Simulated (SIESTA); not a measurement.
# V under changes of volume

One of the cells (14.149 Å³/atom); the others are scaled copies at fixed shape and fractional positions:

```
V
1.0
     2.62154    0.00000    0.00000
    -1.31077    2.27032    0.00000
     0.00000    0.00000    4.75462
V
2
Direct
  0.33333 0.66667 0.25000
  0.66667 0.33333 0.75000
```

This isn't the form of V at room conditions, which is bcc.

```yaml
Program: SIESTA 5.4.2
Functional: PBE
Potentials_or_basis: PseudoDojo 0.4 standard (PBE files)
Basis: DZP (energy shift 0.002 Ry)
Grid_cutoff: 800 Ry
Energy_shift: 0.002 Ry
k_mesh: 12 × 12 × 6
Occupations: fermi-dirac, width 0.05 eV
Spin: collinear spin, ferromagnetic start
Starting_moments: "[2.0, 2.0] μB"
```

```tsv
volume (Å³/atom)	energy over the lowest point (meV/atom)	pressure (GPa)
13.039	?	?
13.317	11.52	8.3
13.594	1.08	4.2
14.149	0.00	-3.1
14.427	8.29	-6.1
14.704	21.55	-8.8
```

What does the run at 13.039 Å³/atom give?

Energy over the lowest point 29.44 meV/atom; pressure 12.9 GPa.

Worked out: A Birch-Murnaghan fit of order 3 (a polynomial in V^(-2/3)) to the other rows has its minimum at 13.89 Å³/atom with B0 = V·E''(V) = 178 GPa and B' = 3.9 at fixed shape and positions, which overstates the stiffness. It gives 29.61 meV/atom at 13.039 Å³/atom, against the run's 29.44, and -dE/dV = 12.8 GPa, against 12.9.

Energies are extrapolated to zero smearing.

Caveats: semicore shells carry a single zeta, which can move pressures by several GPa and volumes by a few percent; the basis of atomic orbitals isn't converged, which shifts pressures, moduli and gaps.
